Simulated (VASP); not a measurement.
# SiNi3 (Pm-3m) in VASP: equation of state

Aim: energy against volume of SiNi3 in PBE, for its equilibrium volume and stiffness.

Everything below comes from runs of VASP 6.6.1. Logs are shortened: lines on timing, memory, paths and dates and some standing lists are left out, and cuts for length are marked.

### 1 The crystal as given

It takes space group Pm-3m (No. 221, cubic). The conventional cell has a = 3.542 Å, b = 3.542 Å, c = 3.542 Å, α = 90.00°, β = 90.00°, γ = 90.00°. Around Ni (site symmetry 4/mmm) lie 8 Ni at 2.50 Å and 4 Si at 2.50 Å. Si (site symmetry m-3m) is surrounded by 12 Ni at 2.50 Å.

### 2 Equation of state, PBE, collinear spin, ferromagnetic start, 10.44 Å³/atom (volume scaled by 0.94)

INCAR

```
SYSTEM = SiNi3
ALGO = Normal
EDIFF = 1E-7
ENCUT = 520
GGA = PE
ISIF = 2
ISMEAR = -1
ISPIN = 2
LASPH = .True.
LCHARG = .False.
LMAXMIX = 4
LORBIT = 11
LREAL = .False.
LWAVE = .False.
MAGMOM = 1 1 1 0
NBANDS = 29
NELM = 150
PREC = Accurate
SIGMA = 0.05
```

KPOINTS

```
k-points
0
Gamma
  8 8 8
  0 0 0
```

POSCAR

```
SiNi3
1.0
    3.4696939971      0.0000000000      0.0000000000
    0.0000000000      3.4696939971      0.0000000000
    0.0000000000      0.0000000000      3.4696939971
Ni Si
3 1
Direct
    0.5000000000      0.5000000000      0.0000000000
    0.5000000000      0.0000000000      0.5000000000
    0.0000000000      0.5000000000      0.5000000000
    0.0000000000      0.0000000000      0.0000000000
```

Potentials or basis: VASP PAW PBE potentials, release 64 (Ni, Si).

Started as:

```bash
cat potpaw_PBE.64/Ni/POTCAR potpaw_PBE.64/Si/POTCAR > POTCAR
mpirun -np 1 vasp_std > vasp.out
```

OUTCAR:

```text
SYSTEM = SiNi3
   EDIFF = 1E-7
   ENCUT = 520
   GGA = PE
   ISIF = 2
   ISMEAR = -1
   ISPIN = 2
   LASPH = .True.
   LORBIT = 11
   LREAL = .False.
   NELM = 150
   PREC = Accurate

 ion  position               nearest neighbor table
   1  0.500  0.500  0.000-   2 2.45   3 2.45   4 2.45   2 2.45   3 2.45   2 2.45   4 2.45   2 2.45
                             3 2.45   4 2.45   3 2.45   4 2.45
   2  0.500  0.000  0.500-   1 2.45   3 2.45   4 2.45   1 2.45   4 2.45   1 2.45   3 2.45   1 2.45
                             3 2.45   4 2.45   4 2.45   3 2.45
   3  0.000  0.500  0.500-   1 2.45   2 2.45   4 2.45   1 2.45   4 2.45   2 2.45   4 2.45   4 2.45
                             1 2.45   2 2.45   1 2.45   2 2.45
   4  0.000  0.000  0.000-   1 2.45   2 2.45   3 2.45   2 2.45   3 2.45   1 2.45   3 2.45   3 2.45
                             1 2.45   2 2.45   2 2.45   1 2.45

  LATTYP: Found a simple cubic cell.
 ALAT       =     3.4696939971

  Lattice vectors:

 A1 = (   3.4696939971,   0.0000000000,   0.0000000000)
 A2 = (   0.0000000000,   3.4696939971,   0.0000000000)
 A3 = (   0.0000000000,   0.0000000000,   3.4696939971)

Analysis of symmetry for initial positions (statically):
=====================================================================
 Subroutine PRICEL returns:
 Original cell was already a primitive cell.

 Routine SETGRP: Setting up the symmetry group for a
 simple cubic supercell.

 Subroutine GETGRP returns: Found 48 space group operations
 (whereof 48 operations were pure point group operations)
 out of a pool of 48 trial point group operations.

The static configuration has the point symmetry O_h .

Analysis of symmetry for dynamics (positions and initial velocities):
=====================================================================
 Subroutine PRICEL returns:
 Original cell was already a primitive cell.

 Routine SETGRP: Setting up the symmetry group for a
 simple cubic supercell.

 Subroutine GETGRP returns: Found 48 space group operations
 (whereof 48 operations were pure point group operations)
 out of a pool of 48 trial point group operations.

The dynamic configuration has the point symmetry O_h .

Analysis of structural, dynamic, and magnetic symmetry:
=====================================================================
 Subroutine PRICEL returns:
 Original cell was already a primitive cell.

 Routine SETGRP: Setting up the symmetry group for a
 simple cubic supercell.

 Subroutine GETGRP returns: Found 48 space group operations
 (whereof 48 operations were pure point group operations)
 out of a pool of 48 trial point group operations.

The overall configuration has the point symmetry O_h .

 Subroutine INISYM returns: Found 48 space group operations
 (whereof 48 operations are pure point group operations),
 and found     1 'primitive' translations

----------------------------------------------------------------------------------------

                                     Primitive cell

  volume of cell :      41.7709

  direct lattice vectors                    reciprocal lattice vectors
     3.469693997  0.000000000  0.000000000     0.288209854  0.000000000  0.000000000
     0.000000000  3.469693997  0.000000000     0.000000000  0.288209854  0.000000000
     0.000000000  0.000000000  3.469693997     0.000000000  0.000000000  0.288209854

  length of vectors
     3.469693997  3.469693997  3.469693997     0.288209854  0.288209854  0.288209854

  position of ions in fractional coordinates (direct lattice)
     0.500000000  0.500000000  0.000000000
     0.500000000  0.000000000  0.500000000
     0.000000000  0.500000000  0.500000000
     0.000000000  0.000000000  0.000000000

  ion indices of the primitive-cell ions
   primitive index   ion index
                 1           1
                 2           2
                 3           3
                 4           4

----------------------------------------------------------------------------------------

 KPOINTS: k-points

Automatic generation of k-mesh.
 Grid dimensions read from file:
 generate k-points for:    8    8    8

 Generating k-lattice:

  Cartesian coordinates                     Fractional coordinates (reciprocal lattice)
     0.036026232  0.000000000  0.000000000     0.125000000  0.000000000  0.000000000
     0.000000000  0.036026232  0.000000000     0.000000000  0.125000000  0.000000000
     0.000000000  0.000000000  0.036026232     0.000000000  0.000000000  0.125000000

  Length of vectors
     0.036026232  0.036026232  0.036026232

  Shift w.r.t. Gamma in fractional coordinates (k-lattice)
     0.000000000  0.000000000  0.000000000

 Subroutine IBZKPT returns following result:
 ===========================================

 Found     35 irreducible k-points:

 Following reciprocal coordinates:
            Coordinates               Weight
  0.000000  0.000000  0.000000      1.000000
  0.125000  0.000000  0.000000      6.000000
[... 32 lines left out ...]
   ISYM   =      2    0-nonsym 1-usesym 2-fastsym
   POTIM  = 0.5000    time-step for ionic-motion
   TEBEG  =    0.0;   TEEND  =   0.0 temperature during run
   PSTRESS=    0.0 pullay stress
   NELECT =      34.0000    total number of electrons
   NUPDOWN=      -1.0000    fix difference up-down
   EMIN   =  10.00;   EMAX   =-10.00  energy-range for DOS
   EFERMI =   0.00;   METHOD = LEGACY
   ISMEAR =    -1;   SIGMA  =   0.05  broadening in eV -4-tet -1-fermi 0-gaus
   EFERMI_NEDOS =   21; number of points for ismear=-14 and -15
   IALGO  =     38    algorithm
   IMIX   =      4    mixing-type and parameters
     AMIX     =   0.40;   BMIX     =  1.00
     AMIX_MAG =   1.60;   BMIX_MAG =  1.00
  volume/ion in A,a.u.               =      10.44        70.47
  Fermi-wavevector in a.u.,A,eV,Ry     =   1.528539  2.888521 31.789095  2.336433
  Thomas-Fermi vector in A             =   2.636284
   LORBIT       =     11    0 simple, 1 ext, 2 COOP (PROOUT), +10 PAW based schemes
   GGA     = PE    functional components
   LHFCALC =     F    Hartree Fock is set to
   AEXX    =    0.0000 exact exchange contribution
   IVDW    =     0    specifies the selected vdW correction
   LEPSILON=     F    determine dielectric tensor
   LRPA    =     F    only Hartree local field effects (RPA)
 spin polarized calculation
  energy-cutoff  :      520.00
  volume of cell :       41.77
 maximum number of plane-waves:      1141
 NGX is ok and might be reduce to    28
   NGX = 13   NGY = 13   NGZ = 13

 number of electron      33.9999972 magnetization      -0.0024834

 number of electron      33.9999972 magnetization       0.0001095

 Free energy of the ion-electron system (eV)
  ---------------------------------------------------
  ext. energy  EPLUGINS =         0.00000000
  ---------------------------------------------------
  free energy    TOTEN  =       -23.65856770 eV

  energy without entropy =      -23.64091357  energy(sigma->0) =      -23.64974064

 E-fermi :  11.1310     XC(G=0): -13.2713

 val. band max:       11.0695884817   @ k =   0.1250   0.1250   0.0000
 cond. band min:      11.1436383883   @ k =   0.5000   0.3750   0.3750
 fundamental gap:      0.0740499066
 Fermi energy:        11.1310372549

 spin component 1

 k-point     1 :       0.0000    0.0000    0.0000
  band No.  band energies     occupation
      1      -1.0446      1.00000
      2       6.0575      1.00000
      3       6.8912      1.00000
      4       6.8912      1.00000
      5       7.4310      1.00000
      6       7.4310      1.00000
[... 1087 lines left out ...]
      6       7.2877      1.00000
[... 21 lines left out ...]
     28      28.6027      0.00000
     29      32.6917      0.00000
 Fermi energy:        11.1310372549

 spin component 2

 k-point     1 :       0.0000    0.0000    0.0000
  band No.  band energies     occupation
      1      -1.0446      1.00000
      2       6.0575      1.00000
      3       6.8912      1.00000
      4       6.8912      1.00000
      5       7.4311      1.00000
      6       7.4311      1.00000
[... 1109 lines left out ...]
     28      28.6027      0.00000
     29      32.6917      0.00000

------------------------ aborting loop because EDIFF is reached ----------------------------------------

  FORCE on cell =-STRESS in cart. coord.  units (eV):
  Direction    XX          YY          ZZ          XY          YZ          ZX
  --------------------------------------------------------------------------------------
  -------------------------------------------------------------------------------------
  Total        1.8797491      1.8797491      1.8797491     -0.0000000      0.0000000     -0.0000000
  in kB       72.1002785     72.1002785     72.1002785     -0.0000000      0.0000000     -0.0000000
  external PRESSURE =      72.1002785 kB  Pullay stress =       0.0000000 kB

 VOLUME and BASIS-vectors are now :
 -----------------------------------------------------------------------------
  energy-cutoff  :      520.00
  volume of cell :       41.77
      direct lattice vectors                 reciprocal lattice vectors
     3.469693997  0.000000000  0.000000000     0.288209854  0.000000000  0.000000000
     0.000000000  3.469693997  0.000000000     0.000000000  0.288209854  0.000000000
     0.000000000  0.000000000  3.469693997     0.000000000  0.000000000  0.288209854

 POSITION                                       TOTAL-FORCE (eV/Angst)
 -----------------------------------------------------------------------------------
      1.73485      1.73485      0.00000         0.000000      0.000000      0.000000
      1.73485      0.00000      1.73485         0.000000      0.000000      0.000000
      0.00000      1.73485      1.73485         0.000000      0.000000      0.000000
      0.00000      0.00000      0.00000         0.000000      0.000000      0.000000
 -----------------------------------------------------------------------------------
    total drift:                                0.000000      0.000000      0.000000

  FREE ENERGIE OF THE ION-ELECTRON SYSTEM (eV)
  ---------------------------------------------------
  free  energy   TOTEN  =       -23.6585676986 eV

  energy  without entropy=      -23.6409135746  energy(sigma->0) =      -23.64974064

 total charge

# of ion       s       p       d       tot
------------------------------------------
    1        0.499   0.604   8.428   9.531
    2        0.499   0.604   8.428   9.531
    3        0.499   0.604   8.428   9.531
    4        0.730   0.841   0.000   1.571
--------------------------------------------------
tot          2.228   2.652  25.285  30.164

 magnetization (x)

# of ion       s       p       d       tot
------------------------------------------
    1       -0.000  -0.000   0.000   0.000
    2       -0.000  -0.000   0.000   0.000
    3       -0.000  -0.000   0.000   0.000
    4       -0.000  -0.000   0.000  -0.000
--------------------------------------------------
tot         -0.000  -0.000   0.000   0.000
```

Run time: 55 s. Hardware: 1 thread of AMD EPYC 9R45 (Zen 5), shared host; peak memory 0.17 GiB.

What came out:

```
Free energy                                           : -23.6586 eV
Pressure                                              : 7.2 GPa
Band gap on the k mesh                                : none (metal or under the smearing width)
Net moment                                            : 0.00 μB per cell
Valence electrons inside the program's atomic spheres : Ni 9.53; Si 1.57
```

### 3 Equation of state, PBE, collinear spin, ferromagnetic start, 10.66 Å³/atom (volume scaled by 0.96)

INCAR

```
SYSTEM = SiNi3
PREC     = Accurate       ! precision mode
ENCUT    = 520            ! plane-wave cutoff, eV
EDIFF    = 1E-7           ! SCF threshold, eV
ISMEAR   = -1             ! smearing method
SIGMA    = 0.05           ! smearing width, eV
LREAL    = .FALSE.        ! projectors in reciprocal space
LASPH    = .TRUE.         ! aspherical terms in the spheres
NELM     = 100            ! most SCF steps
ALGO     = Normal         ! electronic algorithm
ISIF     = 2              ! what is computed and relaxed
LWAVE    = .FALSE.        ! write WAVECAR
LCHARG   = .FALSE.        ! write CHGCAR
ISPIN    = 2              ! spin polarisation
MAGMOM   = 1 1 1 0        ! initial moments
LORBIT   = 11             ! projections on sites
LMAXMIX  = 4              ! l up to which the mixer works
GGA      = PE             ! functional
NBANDS   = 29             ! bands
```

KPOINTS

```
regular mesh
0
G
  8 8 8
  0 0 0
```

POSCAR

```
SiNi3
1.0
    3.4941292669      0.0000000000      0.0000000000
    0.0000000000      3.4941292669      0.0000000000
    0.0000000000      0.0000000000      3.4941292669
Ni Si
3 1
Direct
    0.5000000000      0.5000000000      0.0000000000
    0.5000000000      0.0000000000      0.5000000000
    0.0000000000      0.5000000000      0.5000000000
    0.0000000000      0.0000000000      0.0000000000
```

Potentials or basis: VASP PAW PBE potentials, release 64 (Ni, Si).

Started as:

```bash
cat potpaw_PBE.64/Ni/POTCAR potpaw_PBE.64/Si/POTCAR > POTCAR
mpirun -np 1 vasp_std > vasp.out
```

Wall time 52 s (1 thread of AMD EPYC 9R45 (Zen 5), shared host); peak memory 0.17 GiB.

Results (log left out):

```
Free energy                                           : -23.6847 eV
Pressure                                              : 2.3 GPa
Band gap on the k mesh                                : none (metal or under the smearing width)
Net moment                                            : 0.00 μB per cell
Valence electrons inside the program's atomic spheres : Ni 9.49; Si 1.56
```

### 4 Equation of state, PBE, collinear spin, ferromagnetic start, 10.89 Å³/atom (volume scaled by 0.98)

INCAR

```
SYSTEM = SiNi3
  ALGO = Normal
  EDIFF = 1E-7
  ENCUT = 520
  GGA = PE
  ISIF = 2
  ISMEAR = -1
  ISPIN = 2
  LASPH = .TRUE.
  LCHARG = .FALSE.
  LMAXMIX = 4
  LORBIT = 11
  LREAL = .FALSE.
  LWAVE = .FALSE.
  MAGMOM = 1 1 1 0
  NBANDS = 29
  NELM = 150
  PREC = Accurate
  SIGMA = 0.05
```

KPOINTS

```
k-points
0
G
  8 8 8
  0 0 0
```

POSCAR

```
SiNi3
1.0
    3.5182274716      0.0000000000      0.0000000000
    0.0000000000      3.5182274716      0.0000000000
    0.0000000000      0.0000000000      3.5182274716
Ni Si
3 1
Direct
    0.5000000000      0.5000000000      0.0000000000
    0.5000000000      0.0000000000      0.5000000000
    0.0000000000      0.5000000000      0.5000000000
    0.0000000000      0.0000000000      0.0000000000
```

Started as:

```bash
cat potpaw_PBE.64/Ni/POTCAR potpaw_PBE.64/Si/POTCAR > POTCAR
mpirun -np 1 vasp_std > vasp.out
```

Run time: 54 s. Hardware: 1 thread of AMD EPYC 9R45 (Zen 5), shared host; peak memory 0.18 GiB.

The run converged. Its results:

```yaml
Free_energy: -23.6850 eV
Pressure: -2.1 GPa
Band_gap_on_the_k_mesh: none (metal or under the smearing width)
Net_moment: 0.00 μB per cell
Valence_electrons_inside_the_program's_atomic_spheres: Ni 9.44; Si 1.54
```

### 5 Equation of state, PBE, collinear spin, ferromagnetic start, 11.33 Å³/atom (volume scaled by 1.02)

INCAR

```
ALGO     = Normal         # electronic algorithm
EDIFF    = 1E-7           # SCF threshold, eV
ENCUT    = 520            # plane-wave cutoff, eV
GGA      = PE             # functional
ISIF     = 2              # what is computed and relaxed
ISMEAR   = -1             # smearing method
ISPIN    = 2              # spin polarisation
LASPH    = T              # aspherical terms in the spheres
LCHARG   = F              # write CHGCAR
LMAXMIX  = 4              # l up to which the mixer works
LORBIT   = 11             # projections on sites
LREAL    = F              # projectors in reciprocal space
LWAVE    = F              # write WAVECAR
MAGMOM   = 1 1 1 0        # initial moments
NBANDS   = 29             # bands
NELM     = 120            # most SCF steps
PREC     = Accurate       # precision mode
SIGMA    = 0.05           # smearing width, eV
```

KPOINTS

```
k-points
0
Gamma
  8 8 8
```

POSCAR

```
SiNi3
1.0
    3.5654576373      0.0000000000      0.0000000000
    0.0000000000      3.5654576373      0.0000000000
    0.0000000000      0.0000000000      3.5654576373
Ni Si
3 1
Direct
    0.5000000000      0.5000000000      0.0000000000
    0.5000000000      0.0000000000      0.5000000000
    0.0000000000      0.5000000000      0.5000000000
    0.0000000000      0.0000000000      0.0000000000
```

Started as:

```bash
cat potpaw_PBE.64/Ni/POTCAR potpaw_PBE.64/Si/POTCAR > POTCAR
mpirun -np 1 vasp_std > vasp.out
```

It took 56 s on 1 thread of AMD EPYC 9R45 (Zen 5), shared host; peak memory 0.18 GiB.

The run converged. Its results:

* Free energy: -23.6199 eV
* Pressure: -9.4 GPa
* Band gap on the k mesh: none (metal or under the smearing width)
* Net moment: 0.00 μB per cell
* Valence electrons inside the program's atomic spheres: Ni 9.37; Si 1.52

### 6 Equation of state, PBE, collinear spin, ferromagnetic start, 11.55 Å³/atom (volume scaled by 1.04)

INCAR

```
  PREC = Accurate
  ENCUT = 520
  EDIFF = 1E-7
  ISMEAR = -1
  SIGMA = 0.05
  LREAL = False
  LASPH = True
  NELM = 100
  ALGO = Normal
  ISIF = 2
  LWAVE = False
  LCHARG = False
  ISPIN = 2
  MAGMOM = 1 1 1 0
  LORBIT = 11
  LMAXMIX = 4
  GGA = PE
  NBANDS = 29
```

KPOINTS

```
Automatic mesh
0
Gamma
  8 8 8
```

POSCAR

```
SiNi3
1.0
    3.5886106083      0.0000000000      0.0000000000
    0.0000000000      3.5886106083      0.0000000000
    0.0000000000      0.0000000000      3.5886106083
Ni Si
3 1
Direct
    0.5000000000      0.5000000000      0.0000000000
    0.5000000000      0.0000000000      0.5000000000
    0.0000000000      0.5000000000      0.5000000000
    0.0000000000      0.0000000000      0.0000000000
```

Potentials or basis: VASP PAW PBE potentials, release 64 (Ni, Si).

Started as:

```bash
cat potpaw_PBE.64/Ni/POTCAR potpaw_PBE.64/Si/POTCAR > POTCAR
mpirun -np 1 vasp_std > vasp.out
```

It took 55 s on 1 thread of AMD EPYC 9R45 (Zen 5), shared host; peak memory 0.18 GiB.

The run converged. Its results:

```yaml
Free_energy: -23.5592 eV
Pressure: -12.4 GPa
Band_gap_on_the_k_mesh: none (metal or under the smearing width)
Net_moment: 0.00 μB per cell
Valence_electrons_inside_the_program's_atomic_spheres: Ni 9.33; Si 1.51
```

### 7 Equation of state, PBE, collinear spin, ferromagnetic start, 11.78 Å³/atom (volume scaled by 1.06)

INCAR

```
ALGO = Normal
EDIFF = 1E-7
ENCUT = 520
GGA = PE
ISIF = 2
ISMEAR = -1
ISPIN = 2
LASPH = True
LCHARG = False
LMAXMIX = 4
LORBIT = 11
LREAL = False
LWAVE = False
MAGMOM = 1 1 1 0
NBANDS = 29
NELM = 150
PREC = Accurate
SIGMA = 0.05
```

KPOINTS

```
k-points
0
Gamma
  8 8 8
```

POSCAR

```
SiNi3
1.0
    3.6114686170      0.0000000000      0.0000000000
    0.0000000000      3.6114686170      0.0000000000
    0.0000000000      0.0000000000      3.6114686170
Ni Si
3 1
Direct
    0.5000000000      0.5000000000      0.0000000000
    0.5000000000      0.0000000000      0.5000000000
    0.0000000000      0.5000000000      0.5000000000
    0.0000000000      0.0000000000      0.0000000000
```

Started as:

```bash
cat potpaw_PBE.64/Ni/POTCAR potpaw_PBE.64/Si/POTCAR > POTCAR
mpirun -np 1 vasp_std > vasp.out
```

Wall time 52 s (1 thread of AMD EPYC 9R45 (Zen 5), shared host); peak memory 0.18 GiB.

The run converged. Its results:

| Item | Value |
| --- | --- |
| Free energy | -23.4827 eV |
| Pressure | -15.1 GPa |
| Band gap on the k mesh | none (metal or under the smearing width) |
| Net moment | 0.00 μB per cell |
| Valence electrons inside the program's atomic spheres | Ni 9.30; Si 1.50 |

### 8 Equation of state, PBE, collinear spin, ferromagnetic start

No new run: the results of the series are fitted here.

Results:

```
Equilibrium volume                      : 10.78 Å³/atom
Bulk modulus                            : 211 GPa
Pressure derivative of the bulk modulus : 4.8
```

Energy against volume, from the lowest point:
```
volume (Å³/atom)  energy (meV/atom)
          10.443               6.61
          10.665               0.09
          10.887               0.00
          11.109               5.61
          11.331              16.29
          11.554              31.45
          11.776              50.59
```
